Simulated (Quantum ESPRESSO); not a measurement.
Rh in Quantum ESPRESSO: the effect of functional

The system is Rh.

```
Rh
1.0
     0.00000    1.89785    1.89785
     1.89785    0.00000    1.89785
     1.89785    1.89785    0.00000
Rh
1
Direct
  0.00000 0.00000 0.00000
```

Alike in all runs:

* Program: Quantum ESPRESSO 7.5
* Task: phonons
* Cutoff: 1197 eV
* Density cutoff: 4789 eV
* k mesh: 8 × 8 × 8
* Occupations: cold, width 0.2 eV
* Spin: no spin polarisation

Each run relaxes the cell or the atoms first.

```tsv
functional	potentials or basis	relaxed volume (Å³/atom)	highest phonon frequency (cm⁻¹)
LDA	PseudoDojo 0.4.1 SR LDA standard	13.29	188
PBE	PseudoDojo 0.4.1 SR PBE standard	14.10	174
PBEsol	PseudoDojo 0.4.1 SR PBEsol standard	13.57	183
RPBE	PseudoDojo 0.4.1 SR PBE standard	14.35	168
WC	PseudoDojo 0.4.1 SR PBE standard	13.68	183
PW91	PseudoDojo 0.4.1 SR PBE standard	?	?
vdW-DF-cx	PseudoDojo 0.4.1 SR PBE standard	13.63	190
```

What does the run with functional PW91 give?

Relaxed volume 14.13 Å³/atom; highest phonon frequency 168 cm⁻¹.

Caveats: the mesh is thin for the phonons of a metal; the potentials were made for another functional, which shifts forces and pressure (some runs).
